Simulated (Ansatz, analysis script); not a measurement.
# Free-standing triangular Os monolayer, spacing 2.603 Å: where the moment collapses, part 2 of 2

Aim: follow the moments and energy of a free-standing triangular Os monolayer, spacing 2.603 Å as the cell is scaled, from three starts.

Ansatz 0.2.0; PBE, PAW set soft_1.

So far. Step 5 (Factor 0.8, starting moments cut to 30 %): It ends weakly spin-polarised, with 0.112 μB on the largest site. Step 6 (Factor 0.94, typed moments): It ends ferromagnetic, with 0.427 μB on the largest site.

**7. Factor 1.07, typed moments**

Level of this step: Ansatz DFT, collinear, cell scaled along its periodic directions; PBE, PAW set soft_1; PAW set soft_1 (Ansatz).

Input file input.yaml:

```yaml
crystal:
  lattice:
    - [2.69256414, 0.0, 0.0]
    - [-1.34628207, 2.33182881, 0.0]
    - [0.0, 0.0, 14.0]
  atoms:
    - { symbol: Os, position: [0.0, 0.0, 0.5], spin: 1.0 }
magnetization:
  spin_polarized: true
kpoints:
  mp_grid: { grid: [26, 26, 1] }
hamiltonian:
  xc: pbe
  pseudopotentials: { kind: paw, azcp: { folder: soft_1 } }
scf:
  occupations: { method: fermi_dirac, width: 0.05 }
  max_iter: 120
  convergence: { dr2_threshold: 1.0e-08 }
  lower_state_search: "off"
basis:
  ecutwfc: 420.0
output:
  stress: true
```

Launch:

```sh
$ ansatz run input.yaml --threads 1 --pin off --max-ram 2560MiB --backend cpu --events-out ev --progress --plain --runs-dir out
```

Numbers of over 12 decimals in the logs are rounded to 6 here.

What it wrote:

```text
[...]
Crystal: 1 atoms, lattice volume = 87.900 Å³
Basis set: ecut = 420 eV, 1733 PW (Γ)
Bands: 13, of which v1, the nominal top of the filled ones, is band 8 counted from 1 (7 counted from 0)
Symmetry: 24 space group operations
[...]
k-points: 70 of 676
[...]
Internal energy: -11383.279183 eV  (E = F + TS)
E sigma→0 (E₀):  -11383.286205 eV
Entropy (-TS):   -0.014045 eV (-14.045 meV/atom)
Fermi energy:    -0.782248 eV
[...]
--- Stress (GPa, compression-positive) ---
       -8.170312       0.000000       0.000000
        0.000000      -8.170312       0.000000
        0.000000       0.000000      -0.000493
  P = ⅓ Tr σ = -5.4470 GPa (-54.470 kbar)
[key lines of the parts left out:]
SCF converged after 14 iterations
Magnetization: 0.7642 μB (8.3821 up, 7.6179 down)
Free energy (F): -11383.293227 eV
```

Wall time 10 s (1 thread of Arm Neoverse V2, shared host); peak memory 0.38 GiB.

It ends ferromagnetic, with 0.595 μB on the largest site.

**8. Factor 1.25, typed moments**

Changes to input.yaml since step 7:

```diff
@@ -2,4 +2,4 @@
   lattice:
-    - [2.69256414, 0.0, 0.0]
-    - [-1.34628207, 2.33182881, 0.0]
+    - [2.91024247, 0.0, 0.0]
+    - [-1.45512124, 2.52034377, 0.0]
     - [0.0, 0.0, 14.0]
```

What it wrote:

```text
[...]
Crystal: 1 atoms, lattice volume = 102.687 Å³
Basis set: ecut = 420 eV, 2015 PW (Γ)
Bands: 13, of which v1, the nominal top of the filled ones, is band 8 counted from 1 (7 counted from 0)
Symmetry: 24 space group operations
[...]
k-points: 70 of 676
[...]
Internal energy: -11382.303287 eV  (E = F + TS)
E sigma→0 (E₀):  -11382.312027 eV
Entropy (-TS):   -0.017480 eV (-17.480 meV/atom)
Fermi energy:    -1.161272 eV
[...]
--- Stress (GPa, compression-positive) ---
      -11.179604       0.000000       0.000000
        0.000000     -11.179604       0.000000
        0.000000       0.000000      -0.000285
  P = ⅓ Tr σ = -7.4532 GPa (-74.532 kbar)
[key lines of the parts left out:]
SCF converged after 16 iterations
Magnetization: 1.7321 μB (8.8661 up, 7.1339 down)
Free energy (F): -11382.320767 eV
```

Elapsed: 13 s, on 1 thread; peak memory 0.41 GiB.

It ends ferromagnetic, with 1.48 μB on the largest site.

**9. Factor 1.36, no spin**

input.yaml, the sections that differ from step 8:

```yaml
crystal:
  lattice:
    - [3.03559356, 0.0, 0.0]
    - [-1.51779678, 2.62890099, 0.0]
    - [0.0, 0.0, 14.0]
  atoms:
    - { symbol: Os, position: [0.0, 0.0, 0.5] }
scf:
  occupations: { method: fermi_dirac, width: 0.05 }
  max_iter: 120
  convergence: { dr2_threshold: 1.0e-08 }
# kpoints, hamiltonian, basis, output: as in step 8
# magnetization: removed
```

What it wrote:

```text
[...]
Crystal: 1 atoms, lattice volume = 111.724 Å³
Basis set: ecut = 420 eV, 2147 PW (Γ)
Bands: 12, of which v1, the nominal top of the filled ones, is band 8 counted from 1 (7 counted from 0)
Symmetry: 24 space group operations
[...]
k-points: 70 of 676
[...]
SCF iter   8: F=-11381.424939 eV  HF=-11381.424939 eV  |F-HF|=5.13e-10  |Δ(HF+E_count)|=   7.66e-8  Δρ=1.88e-6  dr2=5.09e-9  ethr=6.25e-11  ⟨swp⟩=4.4  Hψ=3626  notcnv=0
SCF 1 converged in 8 iterations: F = -11381.424939 eV  dr2 = 5.09e-9
[...]
SCF converged after 8 iterations
Free energy (F): -11381.424939 eV
[...]
Internal energy: -11381.380456 eV  (E = F + TS)
E sigma→0 (E₀):  -11381.402697 eV
Entropy (-TS):   -0.044483 eV (-44.483 meV/atom)
Fermi energy:    -2.001189 eV
[...]
--- Stress (GPa, compression-positive) ---
      -13.059746       0.000000       0.000000
        0.000000     -13.059746       0.000000
        0.000000       0.000000      -0.000217
  P = ⅓ Tr σ = -8.7066 GPa (-87.066 kbar)
```

Wall time 4.2 s (1 thread); peak memory 0.37 GiB.

This is the reference without moments at this size.

The other 18 runs of this kind were made alike; their results stand in the table below.

**10. Another try**

A test of how the program answers to a changed input.

input.yaml, the sections that differ from step 9:

```yaml
crystal:
  lattice:
    - [2.32819398, 0.0, 0.0]
    - [-1.16409699, 2.01627502, 0.0]
    - [0.0, 0.0, 14.0]
  atoms:
    - { symbol: Os, position: [0.0, 0.0, 0.5], spin: 1.0 }
magnetization:
  spin_polarized: true
  noncollinear: true
scf:
  occupations: { method: fermi_dirac, width: 0.05 }
  max_iter: 100
  convergence: { dr2_threshold: 1.0e-08 }
  lower_state_search: "off"
# kpoints, hamiltonian, basis, output: as in step 9
```

Launch:

```sh
$ ansatz run input.yaml --threads 2 --pin off --max-ram 5120MiB --backend cpu --events-out ev --progress --plain --runs-dir out
```

What it wrote:

```text
Error: inconsistent input (magnetization.noncollinear, magnetization.spin_polarized): are mutually exclusive — non-collinear runs carry the full vector magnetisation; drop spin_polarized
```

It took 0.02 s on 2 threads; peak memory 0.032 GiB.

The input was rejected at the start.

The program's message: “Error: inconsistent input (magnetization.noncollinear, magnetization.spin_polarized): are mutually exclusive — non-collinear runs carry the full vector magnetisation; drop spin_polarized”

The change that led to it: magnetization.

**11. The curves**

```csv
factor,E typed (meV/atom),E small,E no spin,"largest moment, typed (μB)",small,"state, typed","state, small"
0.8,1214.3,1214.3,1214.7,0.11,0.11,weakly spin-polarised,weakly spin-polarised
0.87,323.9,323.9,334.7,0.34,0.34,ferromagnetic,ferromagnetic
0.94,0.0,0.0,29.1,0.43,0.43,ferromagnetic,ferromagnetic
1,7.4,7.4,51.4,0.50,0.50,ferromagnetic,ferromagnetic
1.07,222.0,222.0,283.3,0.60,0.60,ferromagnetic,ferromagnetic
1.15,621.8,621.8,706.8,0.87,0.87,ferromagnetic,ferromagnetic
1.25,1194.5,1194.5,1348.1,1.48,1.48,ferromagnetic,ferromagnetic
1.36,1801.0,1801.0,2090.3,1.95,1.95,ferromagnetic,ferromagnetic
```

**12. Outcome**

```yaml
lowest_run: factor 0.94, typed moments
largest_moment_typed_start: 0.112 μB at 0.8 to 1.95 μB at 1.36
gain_by_magnetism: 0.4 to 289.3 meV/atom
```

In words: From a factor of 0.8 to 1.36 the largest moment goes from 0.11 to 1.95 μB. The moment grows with the cell, as narrower bands favour. Site moments are taken in spheres that grow with the cell. It rises fastest, by 0.60 μB between 1.15 and 1.25; the grid is too coarse to tell a step from a steep rise. Both magnetic starts, which share one pattern of signs, end on one state at every size; other orders were not tried. The cell's shape and the atoms were not relaxed. The 24 scaled-cell runs took 3.4 min of wall time, added up.

[Logs and program files are shortened in this print: banners, set-up blocks, solver, clock and traceback lines can be left out without a mark of their own.]

[Logs are printed without paths, hosts, clocks, repeated set-up lines and the standing remarks that a program may print on its own settings, such as how far it seeks lower states.]

[Hosts, paths, dates, database ids (printed as entryN), source tags and the programs' standing remarks are cut or masked in the printed files.]

[Where the input sets lower_state_search to off, the program did not look for lower states, so one may exist.]
